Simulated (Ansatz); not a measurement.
# MgO (Fm-3m), stationary points along a deformation path

Level of theory: DFT PBEsol, scalar-relativistic, plane waves, PAW (Ansatz 0.2.0). The runs took a 420 eV cutoff, a Γ-centred 10×10×10 mesh and Gaussian smearing (0.05 eV). No spin polarisation. Energies are free energies at this smearing, counted from the undisturbed cell; pressure is positive in compression.

The starting cell (as given, not relaxed at this level; it stands at -5.8 GPa):

```
Mg O
1.0
     0.00000    2.13515    2.13515
     2.13515    0.00000    2.13515
     2.13515    2.13515    0.00000
Mg O
1 1
Direct
  0.00000 0.00000 0.00000
  0.50000 0.50000 0.50000
```

At fixed volume and fractional coordinates, lengths along (0.577, 0.577, 0.577) are scaled against those across it; ρ is that ratio over its starting value. V = 9.734 Å³/atom. Δσ is the stress along the axis less the mean stress across it (compression positive).

| ρ | ΔE (meV/atom) | Δσ (GPa) | space group |
| --- | --- | --- | --- |
| 0.500 | 747.4 | 0.00 | Pm-3m |
| 0.600 | 654.3 | 25.73 | R-3m |
| 0.710 | 414.9 | 41.63 | R-3m |
| 0.850 | 122.9 | 33.41 | R-3m |
| 0.930 | 27.3 | 17.83 | R-3m |
| 1.000 | 0.0 | 0.00 | Fm-3m |
| 1.080 | 35.6 | -23.58 | R-3m |
| 1.200 | 217.2 | -62.77 | R-3m |
| 1.410 | 853.4 | -133.17 | R-3m |
| 1.700 | 2083.7 | -175.06 | R-3m |
| 2.000 | 3190.9 | -162.63 | R-3m |

**Question.** How does the stress give the slope of the energy, and where is the energy stationary?

**Answer.** Along the path d ln(length) is 2/3 d ln ρ on the axis and −1/3 d ln ρ across it, so dE/d ln ρ = −(2/3) V Δσ: the energy falls with ρ where Δσ is positive. Δσ vanishes or changes sign at ρ = 0.500 (Pm-3m, an end of the scan), at 747.4 meV/atom; at ρ = 1.000 (Fm-3m), a minimum at 0.0 meV/atom. Pairs of stationary points between two samples would go unseen, and could change a minimum read from distant neighbours into a maximum. At ρ = 0.500, 1.000 the cell is cubic, where symmetry alone makes the stress isotropic and the slope zero.

**Question.** Which shear constant sets the curvature at ρ = 1?

**Answer.** For a cubic crystal E/V = (2/3) C (ln ρ)² with C = C44, so Δσ = −2C ln ρ. The parabola of Δσ against ln ρ through ρ = 0.930, 1 and 1.080 gives C ≈ 138 GPa with the ions clamped, rough because the steps are large. It is the stress–strain coefficient at this cell's pressure of -5.8 GPa, not the zero-pressure constant.

The gap closes along the scan, which can put kinks into the curve.